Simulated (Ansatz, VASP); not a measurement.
One calculation of CdSe, two programs

```
Cd Se
1.0
     0.00000    3.00390    3.00390
     3.00390    0.00000    3.00390
     3.00390    3.00390    0.00000
Cd Se
1 1
Cartesian
  0.0000 0.0000 0.0000
  4.5059 4.5059 4.5059
```

Alike in both runs: functional LDA; k mesh 10 × 10 × 10; no spin polarisation.

Ansatz relaxed the structure, and its values are those at the end. VASP's run is a single point on that final structure, the one shown.

|  | VASP | Ansatz |
| --- | --- | --- |
| version | VASP 6.6.1 | Ansatz 0.2.0 |
| potentials or method | VASP PAW LDA potentials, release 64 (Cd, Se) | scalar-relativistic, plane waves, PAW |
| plane-wave cutoff (eV) | 520 | 420 |
| occupations | gaussian, width 0.01 eV | fixed |
| valence electrons in the cell | 18 | 36 |

```tsv
	VASP	Ansatz	Ansatz less VASP
gap on the k mesh at the Fermi level (eV)	0.44	0.40	-0.034
least direct gap on the mesh (eV)	0.44	0.40	-0.034
pressure (GPa)	0.5	0.0	-0.49
```

The two sets of potentials don't hold the same shells in valence.
